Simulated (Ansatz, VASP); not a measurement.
# PtSe: VASP beside Ansatz

```
Pt Se
1.0
     3.70187    0.00000    0.00000
    -1.85094    3.20591    0.00000
     0.00000    0.00000    3.61284
Pt Se
1 1
Direct
  0.00000 0.00000 0.00000
  0.66667 0.33333 0.50000
```

The cell comes from a database or a generator and needn't be the stable form of this composition.

Alike in both runs: task single point; functional PBE; k mesh 8 × 8 × 7; occupations fermi-dirac, width 0.05 eV; no spin polarisation.

|  | VASP | Ansatz |
| --- | --- | --- |
| version | VASP 6.6.1 | Ansatz 0.2.0 |
| potentials or method | VASP PAW PBE potentials, release 64 (Pt, Se) | Ansatz PAW |
| plane-wave cutoff (eV) | 520 | 420 |
| valence electrons in the cell | 16 | 34 |

Ansatz gave:

```
gap on the k mesh at the Fermi level (eV)       : none
pressure (GPa)                                  : -11.4
largest component of the traceless stress (GPa) : 3.25
```

Q: What did VASP give for the same quantities?

A: gap on the k mesh at the Fermi level (eV): none; pressure (GPa): -11.5; largest component of the traceless stress (GPa): 3.27.

A gap of «none» marks a metal or a gap that the smearing closes. The two sets of potentials don't hold the same shells in valence.

The runs have no spin-orbit coupling, so splittings on Pt are missing.
